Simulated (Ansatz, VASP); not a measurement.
**Si: VASP beside Ansatz**

File POSCAR:

```
Si
1.0
    0.0000000000      2.7357379442      2.7357379442
    2.7357379442      0.0000000000      2.7357379442
    2.7357379442      2.7357379442      0.0000000000
Si
2
Direct
    0.5000000000      0.5000000000      0.5000000000
    0.7500000000      0.7500000000      0.7500000000
```

INCAR.step1

```
  PREC = Accurate
  ENCUT = 520
  ISMEAR = 0
  SIGMA = 0.05
  LREAL = F
  LASPH = T
  NELM = 80
  NBANDS = 11
  GGA = PE
  ALGO = Normal
  EDIFF = 1E-4
  LWAVE = T
  LCHARG = F
```

Contents of INCAR.step2:

```
  PREC = Accurate
  ENCUT = 520
  EDIFF = 1E-6
  ISMEAR = 0
  SIGMA = 0.05
  LREAL = F
  LASPH = T
  NELM = 80
  ALGO = Normal
  ISIF = 2
  LWAVE = F
  LCHARG = F
  METAGGA = R2SCAN
  LMIXTAU = T
  NBANDS = 11
  ISTART = 1
```

File KPOINTS:

```
Automatic mesh
0
Gamma
  14 14 14
```

Input for Ansatz:

```yaml
crystal:
  lattice:
    - [0.0, 2.7357379431, 2.7357379431]
    - [2.7357379431, 0.0, 2.7357379431]
    - [2.7357379431, 2.7357379431, 0.0]
  atoms:
    - { symbol: Si, position: [0.5, 0.5, 0.5] }
    - { symbol: Si, position: [0.75, 0.75, 0.75] }
basis:
  ecutwfc: 600
  ecutrho_ratio: 5
kpoints:
  mp_grid: { grid: [14, 14, 14] }
hamiltonian:
  xc: r2scan
scf:
  occupations: { method: gaussian, width: 0.05 }
output:
  forces: true
  stress: true
  eigenvalues: true
```

Alike in both runs: task single point; functional r2SCAN; k mesh 14 × 14 × 14; occupations gaussian, width 0.05 eV; no spin polarisation.

|  | VASP | Ansatz |
| --- | --- | --- |
| version | VASP 6.6.1 | Ansatz 0.2.0 |
| potentials or method | VASP PAW PBE potentials, release 64 (Si) | scalar-relativistic, plane waves, PAW |
| plane-wave cutoff (eV) | 520 | 600 |
| valence electrons in the cell | 8 | 8 |

```csv
,VASP,Ansatz,Ansatz less VASP
gap on the k mesh at the Fermi level (eV),0.81,0.80,-0.014
least direct gap on the mesh (eV),2.75,2.73,-0.015
pressure (GPa),-1.6,-1.4,+0.23
```

Caveats: the PAW data sets were made with another functional, which shifts forces and pressure a little (VASP). A k mesh can miss the band edges. r2SCAN opens gaps a little over a GGA but as a rule still falls short of measured ones.
